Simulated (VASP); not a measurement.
Ir, 1 atom in the cell. The structure is cubic, space group Fm-3m (No. 225). The conventional cell has a = 3.874 Å, b = 3.874 Å, c = 3.874 Å, α = 90.00°, β = 90.00°, γ = 90.00°. Around Ir (site symmetry m-3m) lie 12 Ir at 2.74 Å. 

```yaml
Program: VASP 6.6.1
Task: relaxation of cell and atoms
Functional: PBE
Potentials_or_basis: VASP PAW PBE potentials, release 64 (Ir)
Cutoff: 600 eV
k_mesh: 16 × 16 × 16
Occupations: methfessel-paxton, width 0.1 eV
Spin: no spin polarisation
Further_INCAR_settings: ALGO = Normal; EDIFF = 1e-07; IBRION = 2; EDIFFG = -0.005; NSW = 90; ISIF = 3
```

Potentials or basis: VASP PAW PBE potentials, release 64 (Ir).

The run is started by

```console
$ cat potpaw_PBE.64/Ir/POTCAR > POTCAR
$ mpirun -np 1 vasp_std > vasp.out
```

Hardware: 1 thread of Intel(R) Xeon(R) 6975P-C (Granite Rapids), with other jobs on the host.

Problem. How long does it take, and how much memory?

Solution. Wall time 7.1 s on 1 thread of Intel(R) Xeon(R) 6975P-C (Granite Rapids), on a shared host, peak memory 0.16 GiB. Counts: scf iterations 12, k points 145, ion steps 1.
